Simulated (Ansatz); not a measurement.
## In: strain and displacement

```
CELL_PARAMETERS angstrom
1.66964 0.96397 8.20746
-1.66964 0.96397 8.20746
0.00000 -1.92793 8.20746
ATOMIC_POSITIONS crystal
In 0.00000 0.00000 0.00000
In 0.77801 0.77801 0.77801
In 0.22199 0.22199 0.22199
```

Atoms are numbered in the order listed.

Structure from Materials Project entry mp-1184502 (possibly hypothetical), not relaxed further.

Spin–orbit coupling is left out, though it moves levels of the heavy atoms by tenths of an eV or more.

Level of theory: DFT, PBEsol, all-electron LAPW, scalar-relativistic in Ansatz 0.2.0.

Settings: a Γ-centred 14×14×14 k mesh, Fermi–Dirac smearing of 0.05 eV, basis error target 0.5 meV/atom, no spin polarisation.

The unchanged cell is at -1.20 GPa.

In a metal, stresses and small energies carry noise from the k mesh.

x, y and z are the Cartesian axes of the cell as listed; fractional coordinates follow a strain, and an engineering shear is twice the off-diagonal strain component.

Q: One change gave: energy change under 1 meV/atom; stress change (xx, yy, zz, yz, xz, xy) -0.02, 0.06, 0.11, 0.05, 0.13, 0.06 GPa, compression positive; change of the force on In2 (0.016, 0.004, 0.004) eV/Å. Which change was it?
A. equal xy, yz and zx engineering shear strains of +3 %
B. equal xy, yz and zx engineering shear strains of +2 %
C. equal xy, yz and zx engineering shear strains of -1 %
D. equal xy, yz and zx engineering shear strains of -2 %
E. equal xy, yz and zx engineering shear strains of -3 %
F. equal xy, yz and zx engineering shear strains of +1 %

A: E. For equal xy, yz and zx engineering shear strains of -1 %: energy change under 1 meV/atom; stress change (xx, yy, zz, yz, xz, xy) 0.00, 0.01, 0.00, 0.00, 0.01, -0.01 GPa, compression positive. For equal xy, yz and zx engineering shear strains of +2 %: energy change under 1 meV/atom; stress change (xx, yy, zz, yz, xz, xy) -0.11, 0.13, 0.03, -0.01, -0.06, 0.00 GPa, compression positive. For equal xy, yz and zx engineering shear strains of -2 %: energy change under 1 meV/atom; stress change (xx, yy, zz, yz, xz, xy) -0.01, 0.03, 0.04, 0.02, 0.06, 0.00 GPa, compression positive; change of the force on In2 (0.011, 0.003, 0.002) eV/Å. For equal xy, yz and zx engineering shear strains of +1 %: energy change under 1 meV/atom; stress change (xx, yy, zz, yz, xz, xy) -0.03, 0.04, 0.00, -0.01, -0.03, 0.00 GPa, compression positive. For equal xy, yz and zx engineering shear strains of +3 %: energy change under 1 meV/atom; stress change (xx, yy, zz, yz, xz, xy) -0.17, 0.22, 0.08, -0.03, -0.09, -0.05 GPa, compression positive; change of the force on In2 (-0.012, -0.006, 0.005) eV/Å.
